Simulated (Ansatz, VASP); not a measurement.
# BaTe: VASP beside Ansatz

```
CELL_PARAMETERS angstrom
0.00000 3.53179 3.53179
3.53179 0.00000 3.53179
3.53179 3.53179 0.00000
ATOMIC_POSITIONS crystal
Ba 0.00000 0.00000 0.00000
Te 0.50000 0.50000 0.50000
```

Alike in both runs: task single point; functional r2SCAN; k mesh 8 × 8 × 8; occupations gaussian, width 0.02 eV; no spin polarisation.

|  | VASP | Ansatz |
| --- | --- | --- |
| version | VASP 6.6.1 | Ansatz 0.2.0 |
| potentials or method | VASP PAW PBE potentials, release 64 (Ba_sv, Te) | scalar-relativistic, plane waves, PAW |
| plane-wave cutoff (eV) | 520 | 500 |
| valence electrons in the cell | 16 | 26 |

Ansatz gave:

- gap on the k mesh at the Fermi level (eV): 2.00
- least direct gap on the mesh (eV): 2.36
- pressure (GPa): 0.0

Problem. Estimate VASP's values.

Solution. gap on the k mesh at the Fermi level (eV): 1.93; least direct gap on the mesh (eV): 2.32; pressure (GPa): 0.3.

The two sets of potentials don't hold the same shells in valence.

Caveats: the PAW data sets were made with another functional, which shifts forces and pressure a little (VASP); spin-orbit coupling is left out, which moves the levels of the heavy elements. r2SCAN opens gaps a little over a GGA but as a rule still falls short of measured ones. A k mesh can miss the band edges.
